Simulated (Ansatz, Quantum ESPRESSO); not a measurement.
## CuAu: programs and potentials compared

```
CELL_PARAMETERS angstrom
1.44306 0.83315 4.25617
-1.44306 0.83315 4.25617
0.00000 -1.66630 4.25617
ATOMIC_POSITIONS crystal
Au 0.00000 0.00000 0.00000
Cu 0.50000 0.50000 0.50000
```

The cell comes from a database or a generator and needn't be the stable form of this composition.

Alike in all runs: task band structure; functional PBEsol; k mesh 11 × 11 × 11; occupations fermi-dirac, width 0.05 eV; no spin polarisation; no spin-orbit coupling. Pressure is positive in compression and, in plane waves, holds the error of the finite cutoff, which Ansatz's Pulay term estimates and takes out.

| program and potentials | plane-wave cutoff (eV) | notes | pressure (GPa) |
| --- | --- | --- | --- |
| Ansatz, PAW datasets made for the crystal | 280 | 11 valence electrons an atom on average | -8.10 |
| Quantum ESPRESSO, GBRV 1.5 PBEsol | 762 | 15 valence electrons an atom on average | -8.37 |
| Ansatz, all-electron LAPW, scalar-relativistic | - | - | -8.10 |

The pressure spans -8.37 (Quantum ESPRESSO, GBRV 1.5 PBEsol) to -8.10 GPa (Ansatz, PAW datasets made for the crystal), with all-electron results at -8.10.

Differences between rows come from potentials, basis sets and numerical settings, since the functional is the same but for its coding. Runs on potential files found faulty are left out.
